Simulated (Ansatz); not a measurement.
# Zn (Im-3m) in Ansatz: a series of runs

Aim: see how the results for Zn move with the level of theory and the settings. Levels: HSE06, HSE03. Tasks: relaxation of cell and atoms.

Program: Ansatz 0.2.0. These are calculated values, not measurements. Logs are shortened: lines on timing, memory, paths and dates and some standing lists are left out, and cuts for length are marked.

## 1. Starting point

Symmetry: Im-3m, No. 229, cubic system. The conventional cell has a = 3.138 Å, b = 3.138 Å, c = 3.138 Å, α = 90.00°, β = 90.00°, γ = 90.00°. Zn (site symmetry m-3m) is surrounded by 8 Zn at 2.72 Å.

This isn't the form of Zn at room conditions, which is hcp.

## 2. Relaxation of cell and atoms, HSE06

Contents of input:

```
crystal:
  lattice:
    - [-1.569037, 1.569037, 1.569037]
    - [1.569037, -1.569037, 1.569037]
    - [1.569037, 1.569037, -1.569037]
  atoms:
    - { symbol: Zn, position: [0.0, 0.0, 0.0] }
hamiltonian:
  xc: hse06
  pseudopotentials: { kind: paw }
kpoints:
  mp_grid: { grid: [6, 6, 6] }
scf:
  occupations: { method: fermi_dirac, width: 0.05 }
output:
  forces: true
  stress: true
  eigenvalues: true
relax:
  f_tol: 0.01
  max_steps: 40
  cell: { stress_tol: 0.05 }
```

Potentials or basis: Ansatz PAW.

Standard output:

```text
GPUs: using 1 of 1 available (devices: 1).
Engine: ansatz 0.2.0, x86_64-unknown-linux-gnu
Pseudopotentials: kind: paw
Pseudopotential: Zn, paw, valence charge 12, recommended cutoff 420 eV (normal), Zn.paw.azcp
Functional definition: HSE06
  parameter a = 0.25
  parameter omega = 0.11/bohr
  exchange = pbe_x - a*pbe_x_sr(omega) + a*exact_x_sr(omega)
  correlation = pbe_c
device memory: the entry about to start is reckoned to put 0.4 GiB on a device that reports 58.9 GiB free (of which the cap on the GPU budget leaves the run 18.0 GiB)
GPU FFT provider: cuFFT
GPU libraries: cuBLAS 13.8.2, cuFFT 12.4.0, cuSOLVER 12.3.4
Crystal: 1 atoms, lattice volume = 15.451 Å³
Basis set: ecut = 420 eV, 321 PW (Γ), exchange–correlation on 40×40×40 points (8 copies of the dense FFT grid, shifted against one another)
Bands: 10, of which v1, the nominal top of the filled ones, is band 6 counted from 1 (5 counted from 0)
Symmetry: 48 space group operations
Space group: Im-3m (ITA 229), of the structure as read, at distance tolerance 2.5e-5 Å
k-points: 16 of 216
Non-local potential: Zn, projectors of the file, l = 0: 2, l = 1: 2, l = 2: 3, l = 3: 1
PAW form: soft (Blöchl's): semilocal exchange-correlation on the pseudo side does not see the compensation charge
PAW frozen core: Zn, regenerated for the run's functional, and the local potential with it (the file was generated under x = pbe(κ = 0.804, μ = 0.2195149727645171), c = pbe(β = 0.06672455060314922))
PAW one-centre angular grid: Zn, 590 points (default); XC on 64 Gauss nodes
Initial density: superposition of atomic densities (neutral atoms: chi_scale 0, normalization atom), corrected by the library's trained network
Initial wavefunctions: pseudopotential atomic-orbital guess
GPU buffer pool allocated for 8000 grid points (all kernels)
GPU transforms: local potential and band sums: pruned to the plane-wave sphere, on 20×20×20
Functional: x = pbe(κ = 0.804, μ = 0.2195149727645171), c = pbe(β = 0.06672455060314922), warm-up for x = pbe(κ = 0.804, μ = 0.2195149727645171) + 0.25 (exact − pbe) at short range (hse, ω = 0.20786987370883472 Å⁻¹), c = pbe(β = 0.06672455060314922); HSE06 as pw.x's `hse` composes it (authors' and Libxc's form: `xc: wpbeh`)
SCF iter   1: F=—  HF=-3318.954891 eV  |F-HF|=—  |Δ(HF+E_count)|=         —  Δρ=5.21e-3  dr2=2.36e-3  ethr=1.77e-3  ⟨swp⟩=9.9  Hψ=822  notcnv=0
preconditioner: auto → none  [insulator: Δε(μ)=0.443 eV  Ē_g=17.189 eV  σ=0.050 eV  W_gap=0.75  n_scr=0 (ndim 8)  ℏωp=32.7 eV  f_vac=0.000  D(μ)=0.42/eV (n_scr^D=0)]
SCF iter   2: F=—  HF=-3318.954318 eV  |F-HF|=—  |Δ(HF+E_count)|=   5.73e-4  Δρ=2.93e-3  dr2=6.90e-4  ethr=1.97e-5  ⟨swp⟩=4.2  Hψ=525  notcnv=0  defer=1
iter 3 solved again at ethr=3.91e-8 eV; its pass at ethr=5.75e-6 eV (dr2=4.69e-6 eV) is discarded
SCF iter   3: F=—  HF=-3318.953889 eV  |F-HF|=—  |Δ(HF+E_count)|=   4.29e-4  Δρ=2.68e-4  dr2=4.82e-6  ethr=3.91e-8  ⟨swp⟩=2.8  Hψ=630  notcnv=0
SCF iter   4: F=—  HF=-3318.953896 eV  |F-HF|=—  |Δ(HF+E_count)|=   6.65e-6  Δρ=2.64e-5  dr2=3.27e-8  ethr=3.91e-8  ⟨swp⟩=2.9  Hψ=274  notcnv=0
SCF iter   5: F=—  HF=-3318.953896 eV  |F-HF|=—  |Δ(HF+E_count)|=   1.95e-7  Δρ=2.23e-5  dr2=3.43e-8  ethr=2.72e-10  ⟨swp⟩=4.0  Hψ=431  notcnv=0
SCF iter   6: F=—  HF=-3318.953896 eV  |F-HF|=—  |Δ(HF+E_count)|=   6.60e-9  Δρ=2.92e-6  dr2=7.23e-10  ethr=2.72e-10  ⟨swp⟩=3.3  Hψ=358  notcnv=0
[... 179 lines left out ...]
Frozen-core exchange: fock
SCF iter   1: F=—  HF=-3318.859621 eV  |F-HF|=—  |Δ(HF+E_count)|=         —  Δρ=1.47e-6  dr2=1.59e-10  ethr=4.07e-11  ⟨swp⟩=10.1  Hψ=676  notcnv=0
SCF iter   2: F=-3318.859621 eV  HF=-3318.859621 eV  |F-HF|=4.55e-13  |Δ(HF+E_count)|=  1.32e-10  Δρ=1.39e-7  dr2=1.49e-12  ethr=1.00e-12  ⟨swp⟩=4.0  Hψ=430  notcnv=0
SCF 12 converged in 2 iterations: F = -3318.859621 eV  dr2 = 1.49e-12
  Residual-converged pass: ⟨swp⟩=3.2  Hψ=347  notcnv=0  max |occ|·‖R‖ = 9.3e-9 eV (tolerance 1.0e-8 eV)  dr2=1.49e-12  dr2_onsite=4.05e-13  max |Δocc| = 6.3e-16
hybrid outer 2: dexx = +6.452e-12 eV, tail = 3.93e-12 eV, Δε = 4.80e-5 eV (about 4.89e-6 eV left of the loop's levels)
relax step   4: F+E_penalty+E_count = -3318.85962098 eV  Δ(F+E_penalty+E_count) = -1.377e-4 eV  max|allowed force component| = 0.000e0 eV/Å  Δτ_max = 0.0000 Å  P = -0.003 GPa  Ω = 15.512 Å³  stress off target by 2.87e-3 GPa  SCF on the basis re-selected at this cell (its energy is not comparable with the rows above)  (10 SCF iters)
basis re-selected at this cell: Δ(F+E_penalty+E_count) = -1.377e-4 eV, ΔP = -0.003 GPa vs the last step (what re-selecting the basis moved, of the pressure what is left beyond the Pulay correction that the steps carried, after the strain that the cell walked since its last selection, with what the two solves' SCF thresholds leave and, on support functions, any second-order correction that the steps lacked; it is no measure of the basis error at this ecutwfc). This SCF's stress stands 2.87e-3 GPa from its target on what of the cell is left free (relax.cell.stress_tol is 5.00e-2 GPa) and its largest allowed force component is 0.00e0 eV/Å (relax.f_tol is 1.00e-2 eV/Å): within both
hybrid SCF converged: 2 outer / 10 inner (+0 warm-up), last move |dexx| = 6.45e-12 eV, tail = 3.93e-12 eV
Stability not checked: this state was not tested for a lower state beside it, because the functional holds exact exchange (a hybrid, or Hartree-Fock), whose exchange loop this test does not read (fock_operator; see scf.lower_state_search)
Free energy (F): -3318.859621 eV
Frozen-core exchange: fock
Harris-Foulkes:  -3318.859621 eV  (|F-HF|=4.55e-13)
Internal energy: -3318.856473 eV  (E = F + TS)
E sigma→0 (E₀):  -3318.858047 eV
Entropy (-TS):   -0.003148 eV (-3.148 meV/atom)
Fermi energy:    11.181774 eV
--- Per-component energies (eV) ---
  E_band       = 22.006247
  E_kinetic    = 130.287766
  E_local      = -1554.195952  (includes V_loc(G=0)·N_el)
  E_nonlocal   = 615.664069
  E_hartree    = 655.694466
  E_xc         = -108.864240
  E_vxc        = -41.638708  (∫ρ·V_xc dr)
  E_exx        = -41.408844  (= α·E_x^exact, valence–valence)
  E_paw        = -1815.888267  (= ΣΔE_a)
  E_vpaw       = -356.681786  (= ΣTr[D̂ρ^β])
  E_aug_tail   = -0.000389  (compensation charges beyond the density's cutoff)
  E_ewald      = -1200.785750
  E_core_change = 0.640667  (= ΣΔE_core)
  E_smearing   = -0.003148  (= −TS)
  E_closure    = -0.000000  (closes the sum)
  Σ components = -3318.859621   (vs F -3318.859621, Δ=-4.55e-13)
--- Forces (eV/Å), atoms counted from 1 ---
  atom   1  Zn    -0.00000000    -0.00000000    -0.00000000
  max |Σ_I F_I| component: 8.19e-26 eV/Å
--- Stress (GPa, compression-positive) ---
       -0.002873      -0.000000      -0.000000
       -0.000000      -0.002873       0.000000
       -0.000000      -0.000000      -0.002873
  P = ⅓ Tr σ = -0.0029 GPa (-0.029 kbar)
--- Band table (eV; the first three rows and the last of 16) ---
  k-point 0: bands = ["-0.8101", "0.7693", "0.7693", "0.7693", "1.2529", "1.2529", "31.1932", "31.1932", "31.1932", "32.0119"]
  k-point 1: bands = ["0.0754", "0.6956", "0.8714", "0.9691", "1.2054", "1.2589", "23.7109", "27.5083", "28.0768", "29.3578"]
  k-point 2: bands = ["0.3507", "0.5492", "1.2052", "1.2758", "1.3947", "3.5071", "15.7115", "24.2771", "25.2519", "27.4285"]
  k-point 15: bands = ["0.2336", "0.2336", "1.5476", "1.5476", "1.5476", "15.5369", "15.5369", "15.5369", "19.4193", "19.7623"]
--- Relaxed structure (3 steps of the walk, 3 accepted, 1 SCFs on fresh bases) ---
  F+E_penalty+E_count = -3318.85962098 eV   max|allowed force component| = 0.000e0 eV/Å   (the final SCF, on the basis selected at the relaxed cell)
  cell:  # Å, volume = 15.5116 Å³
    - [-1.5710814142029268, 1.5710814142029268, 1.5710814142029268]
    - [1.5710814142029268, -1.5710814142029268, 1.5710814142029268]
    - [1.5710814142029268, 1.5710814142029268, -1.5710814142029268]
  atoms:
    - { symbol: Zn, position: [0.0, 0.0, 0.0] }
```

Run time: 22 s. Hardware: 1 × NVIDIA H100 80GB HBM3 with 2 threads of AMD EPYC 7R13 (Zen 3), shared host; peak memory 1.5 GiB.

What came out:

```
Free energy                            : -3318.8596 eV
Relaxed volume                         : 15.51 Å³/atom
Relaxed cell                           : a = 2.721 Å, b = 2.721 Å, c = 2.721 Å, α = 109.47°, β = 109.47°, γ = 109.47°
Space group after relaxing (to 0.05 Å) : Im-3m (No. 229)
Energy gained by relaxing              : 0.1 meV/atom
Ionic steps                            : 4
Pressure after relaxing                : 0.0 GPa
Band gap on the k mesh                 : none (metal or under the smearing width)
```

Step by step:
```
step  energy change (eV)  largest force (eV/Å)  volume (Å³)
   1              0.0000                0.0000        15.45
   2              0.0000                0.0000        15.50
   3              0.0000                0.0000        15.51
   4             -0.0001                0.0000        15.51
```

Final structure:
```cif
data_structure
_symmetry_space_group_name_H-M 'P 1'
_symmetry_Int_Tables_number 1
_cell_length_a 2.7212
_cell_length_b 2.7212
_cell_length_c 2.7212
_cell_angle_alpha 109.471
_cell_angle_beta 109.471
_cell_angle_gamma 109.471
_cell_volume 15.51
loop_
_atom_site_label
_atom_site_type_symbol
_atom_site_fract_x
_atom_site_fract_y
_atom_site_fract_z
_atom_site_occupancy
Zn1 Zn 0.00000 0.00000 0.00000 1
```

Caveat: the k mesh is coarse (spacing up to 0.47 Å⁻¹), so the values aren't converged, least of all with exact exchange; the plane-wave basis is chosen anew once the cell has moved, so the energies of steps on either side of that aren't comparable; the PAW data sets come from PBE, with cores solved anew for the run's functional, which leaves a small shift of forces and pressure.

## 3. Relaxation of cell and atoms, HSE03

input: that of step 2 with these lines changed.

```diff
@@ -8,3 +8,3 @@
 hamiltonian:
-  xc: hse06
+  xc: { exchange: pbe, correlation: pbe, exx: { coeff: 0.25, omega: 0.3 } }
   pseudopotentials: { kind: paw }
@@ -18,2 +18,6 @@
   eigenvalues: true
+  write_density: true
+  write_potential: true
+  elf: true
+  volumetric_format: npy
 relax:
```

Potentials or basis: Ansatz PAW.

Wall time 18 s (1 × NVIDIA H100 80GB HBM3 with 2 threads of AMD EPYC 7R13 (Zen 3), shared host); peak memory 1.5 GiB.

It converged, with:

```yaml
Free_energy: -3318.8521 eV
Relaxed_volume: 15.56 Å³/atom
Relaxed_cell: a = 2.724 Å, b = 2.724 Å, c = 2.724 Å, α = 109.47°, β = 109.47°, γ = 109.47°
Space_group_after_relaxing_to_0.05_Å: Im-3m (No. 229)
Energy_gained_by_relaxing: 0.2 meV/atom
Ionic_steps: 4
Pressure_after_relaxing: 0.0 GPa
Band_gap_on_the_k_mesh: none (metal or under the smearing width)
```

The path:
```csv
step,energy change (eV),largest force (eV/Å),volume (Å³)
1,0.0000,0.0000,15.45
2,-0.0001,0.0000,15.54
3,-0.0001,0.0000,15.56
4,-0.0002,0.0000,15.56
```

Final structure:
```yaml
crystal:
  lattice:
    - [-1.57277, 1.57277, 1.57277]
    - [1.57277, -1.57277, 1.57277]
    - [1.57277, 1.57277, -1.57277]
  atoms:
    - { symbol: Zn, position: [0.00000, 0.00000, 0.00000] }
```

Levels at points of the mesh, in eV from the Fermi level:
| k point | band 4 | band 5 | band 6 | band 7 | band 8 | band 9 |
| --- | --- | --- | --- | --- | --- | --- |
| (0.00, 0.00, 0.00) | -10.18 | -9.70 | -9.70 | 19.83 | 19.83 | 19.83 |
| (0.00, 0.00, -0.50) | -9.67 | -9.33 | -3.23 | -1.38 | 11.77 | 12.96 |
| (-0.50, -0.50, -0.50) | -9.41 | -9.41 | 4.27 | 4.27 | 4.27 | 8.08 |

Caveat: the k mesh is coarse (spacing up to 0.47 Å⁻¹), so the values aren't converged, least of all with exact exchange; the plane-wave basis is chosen anew once the cell has moved, so the energies of steps on either side of that aren't comparable; the PAW data sets come from PBE, with cores solved anew for the run's functional, which leaves a small shift of forces and pressure.
